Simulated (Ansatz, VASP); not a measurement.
# BaTiO3: equilibrium volume by level of theory

```xyz
5
Lattice="4.0060 0.0000 0.0000 0.0000 4.0060 0.0000 0.0000 0.0000 4.0060" Properties=species:S:1:pos:R:3 pbc="T T T"
Ba    2.0030    2.0030    2.0030
Ti    0.0000    0.0000    0.0000
O     0.0000    0.0000    2.0030
O     0.0000    2.0030    0.0000
O     2.0030    0.0000    0.0000
```

| rung | level | program and potentials | cutoff (eV) | k mesh | smearing | task | equilibrium volume (Å³/atom) | miss | notes |
| --- | --- | --- | --- | --- | --- | --- | --- | --- | --- |
| GGA | PBE | Ansatz, Ansatz PAW | 420 | 7 × 7 × 7 | fermi-dirac 0.05 | equation of state | 12.99 | +0.8 % | - |
| GGA | PBE | Ansatz, Ansatz PAW (earlier soft set) | 420 | 7 × 7 × 7 | fermi-dirac 0.05 | equation of state | 12.99 | +0.8 % | - |
| GGA | PBE | Ansatz, all-electron LAPW, scalar-relativistic | - | 7 × 7 × 7 | fermi-dirac 0.05 | equation of state | 12.99 | +0.8 % | - |
| GGA | PBE | VASP, PBE PAW files Ba_sv, O, Ti_sv, 520 eV | 520 | 7 × 7 × 7 | fermi-dirac 0.05 | equation of state | 13.13 | +1.9 % | - |
| meta-GGA | SCAN | VASP, PBE PAW files Ba_sv, O, Ti_sv, 600 eV | 600 | 7 × 7 × 7 | gaussian 0.05 | relaxation of cell and atoms | 12.81 | -0.6 % | potentials made for PBE |
| meta-GGA | r2SCAN | Ansatz, Ansatz PAW | 500 | 7 × 7 × 7 | fermi-dirac 0.05 | relaxation of cell and atoms | 12.74 | -1.2 % | potentials made for PBE, which Ansatz adapts in part |
| meta-GGA | r2SCAN | VASP, PBE PAW files Ba_sv, O, Ti_sv, 600 eV | 600 | 7 × 7 × 7 | gaussian 0.05 | relaxation of cell and atoms | 12.87 | -0.2 % | potentials made for PBE |
| meta-GGA + dispersion | r2SCAN+D4 | VASP, PBE PAW files Ba_sv, O, Ti_sv, 600 eV | 600 | 7 × 7 × 7 | gaussian 0.05 | relaxation of cell and atoms | 12.80 | -0.7 % | potentials made for PBE |

All rows: no spin polarisation. Smearing widths are in eV. Meshes are those of the run's cell of 5 atoms unless a note names another. Relaxations start from the cell shown or near it and stop with a little pressure left. Misses use the values as printed. Runs on faulty files, with rough fits or with known faults for this quantity aren't shown. No row holds spin-orbit coupling.

By rung: GGA 12.99 to 13.13; meta-GGA 12.74 to 12.87; meta-GGA + dispersion 12.80 (Å³/atom). Measured: 12.89 Å³/atom (pmc:7004307, doi:10.1371/journal.pone.0228644). Closest is r2SCAN with VASP, PBE PAW files Ba_sv, O, Ti_sv, 600 eV (-0.2 %), and PBE misses by +0.8 % to +1.9 % on plain settings. The runs are for a static lattice, while measurements hold temperature and zero-point motion.
